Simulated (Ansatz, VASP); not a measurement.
**GaSb2 in VASP and in Ansatz**

```
Ga Sb
1.0
     5.38974    0.00000    0.00000
    -2.69487    4.66765    0.00000
     0.00000    0.00000    3.15214
Ga Sb
1 2
Direct
  0.00000 0.00000 0.00000
  0.33333 0.66667 0.50000
  0.66667 0.33333 0.50000
```

Change from the starting cell: species swapped into the HfB2 type (P6/mmm, No. 191).

Alike in both runs: functional PBE; k mesh 12 × 12 × 14; occupations gaussian, width 0.1 eV; no spin polarisation.

Ansatz relaxed the structure, and its values are those at the end. VASP's run is a single point on that final structure, the one shown.

```csv
,VASP,Ansatz
version,VASP 6.6.1,Ansatz 0.2.0
potentials or method,"VASP PAW PBE potentials, release 64 (Ga_d, Sb)","scalar-relativistic, plane waves, PAW"
plane-wave cutoff (eV),520,420
valence electrons in the cell,23,43
```

|  | VASP | Ansatz | Ansatz less VASP |
| --- | --- | --- | --- |
| gap on the k mesh at the Fermi level (eV) | none | none | - |
| pressure (GPa) | 0.0 | 0.0 | +0.05 |

A gap of «none» marks a metal or a gap that the smearing closes. The two sets of potentials don't hold the same shells in valence.

Spin-orbit coupling is left out, which matters for the levels of Sb.
